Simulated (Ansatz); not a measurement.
## Levels of theory for ZnS (R3m)

All numbers come from the plane-wave code Ansatz. No spin polarisation and no zero-point or thermal motion.

The cell is ZnS (R3m) from a database of computed structures; cell and atoms were relaxed with r2SCAN. It is trigonal, R3m (No. 160); conventional cell a = 3.807 Å, c = 28.065 Å, 19.57 Å³ an atom. Around Zn lie 4 S at 2.33–2.34 Å; around Zn lie 4 S at 2.33 Å; around S lie 4 Zn at 2.33–2.34 Å; around S lie 4 Zn at 2.33 Å.

```
Zn S
1.0
     1.90346    1.09897    9.35486
    -1.90346    1.09897    9.35486
     0.00000   -2.19793    9.35486
Zn S
3 3
Cartesian
  0.0000 0.0000 28.0639
  0.0000 0.0000 6.2381
  0.0000 0.0000 12.4763
  0.0000 0.0000 2.3369
  0.0000 0.0000 14.8136
  0.0000 0.0000 8.5711
```

Relaxed lattice by functional, symmetry kept:
```csv
functional,k mesh,a (Å),c (Å),volume (Å³/atom)
PBE,8×8×8,3.846,28.347,20.18
r2SCAN,8×8×8,3.807,28.065,19.57
PBEsol,8×8×8,3.784,27.900,19.22
LDA,8×8×8,3.741,27.603,18.59
```

On this one geometry the levels give:
```csv
level,k mesh,gap (eV),kind,edges,least direct gap (eV),rough cost
LDA,8×8×8,1.94,direct,Γ,1.94,30 core-seconds
PBE,8×8×8,2.19,direct,Γ,2.19,40 core-seconds
r2SCAN,8×8×8,2.76,direct,Γ,2.76,70 core-seconds
HSE06,4×4×4,3.43,direct,Γ,3.43,7 core-minutes
DDH-PBE0,4×4×4,3.48,direct,Γ,3.48,13 core-minutes
PBE0,4×4×4,4.11,direct,Γ,4.11,7 core-minutes
LC-ωPBE,4×4×4 alone,8.39,direct,Γ,8.39,3 core-minutes
```
PBE: smearing of 0.02 eV; the others have fixed occupations.
Wave cutoffs: 420 eV, 500 eV (r2SCAN).
A mesh marked alone had no extra points solved.
Costs come from shared machines and give only the order; PBE's includes the band path. The runs had 4 threads of Arm Neoverse V1, on a shared host.

The HSE06 gap is direct at Γ: 3.43 eV. With r2SCAN, at Γ the top three valence levels group as 2+1 from the top, spread over 57 meV.

r2SCAN covers 45 % of the step from PBE to HSE06, while HSE06 needs about 6 times r2SCAN's rough cost (on a coarser mesh). All these functionals give a gap of the same kind, direct.

PBE (ground state on 6×6×6): The electronic dielectric tensor ε∞ is 5.86 along x and y, 5.94 along z. Born charges, averaged over directions: Zn +1.96 to +1.98, S -1.97 e.

On the PBEsol cell (a = 3.784 Å, c = 27.900 Å), with PBEsol: All optical modes at Γ are real, from 64 to 336 cm⁻¹ without the longitudinal term; this says nothing of other wave vectors. With the long-range field the highest mode reaches 339 cm⁻¹. By the program's warning the force constants, and with them frequencies and ε⁰, aren't converged on this mesh. The clamped-ion dielectric constant comes out as 6.03 along x and y, 6.10 along z. With the ions relaxed, ε⁰ is 8.8 along x and y, 9.1 along z. Born charges, averaged over directions: Zn +1.92 to +1.94, S -1.93 e.

The splittings at Γ are without spin-orbit coupling, which regroups them where it is of like size.
